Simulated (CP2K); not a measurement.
Crystal: Pb.

```
Pb
1.0
     3.50667    0.00000    0.00000
     1.75936    3.03338    0.00000
    -1.83309   -1.05591    6.09522
Pb
2
Direct
  0.90851 0.90851 0.72629
  0.09149 0.09149 0.27371
```

This isn't the form of Pb at room conditions, which is fcc.

* Program: CP2K 2026.2
* Task: relaxation of cell and atoms
* Functional: LDA
* Potentials or basis: GTH_POTENTIALS Pb GTH-PADE-q4; TZVP-MOLOPT-PBE-GTH basis
* Density cutoff: 6123 eV
* k mesh: 7 × 7 × 4
* Occupations: fermi-dirac, width 0.05 eV
* Spin: no spin polarisation

At the start: pressure -3.7 GPa; volume 32.42 Å³/atom.

Q: Where does the relaxation end?

A: Over 12 steps the energy falls by 51.5 meV/atom and the volume is 29.02 Å³/atom (-10.5 %); space group C2/m (No. 12, to 0.05 Å).

The path:
```csv
step,energy change (eV),largest force (eV/Å),volume (Å³)
1,0.0000,0.0559,64.84
2,-0.0071,0.0444,64.58
3,-0.0696,0.3529,57.20
4,-0.0878,0.1664,59.79
5,-0.0891,0.1798,59.38
6,-0.0908,0.1818,59.00
7,-0.0946,0.1715,58.36
8,-0.0999,0.0911,57.47
9,-0.1020,0.0429,57.65
10,-0.1030,0.0069,58.07
11,-0.1030,0.0083,58.04
12,-0.1030,0.0083,58.04
```

Final structure:
```yaml
crystal:
  lattice:
    - [3.34164, 0.00000, 0.00000]
    - [1.72719, 2.86186, 0.00000]
    - [-1.82627, -1.05202, 6.06875]
  atoms:
    - { symbol: Pb, position: [0.91473, 0.91473, 0.73583] }
    - { symbol: Pb, position: [0.08527, 0.08527, 0.26417] }
```

Caveat: the basis of atomic orbitals isn't converged, which shifts pressures, moduli and gaps.
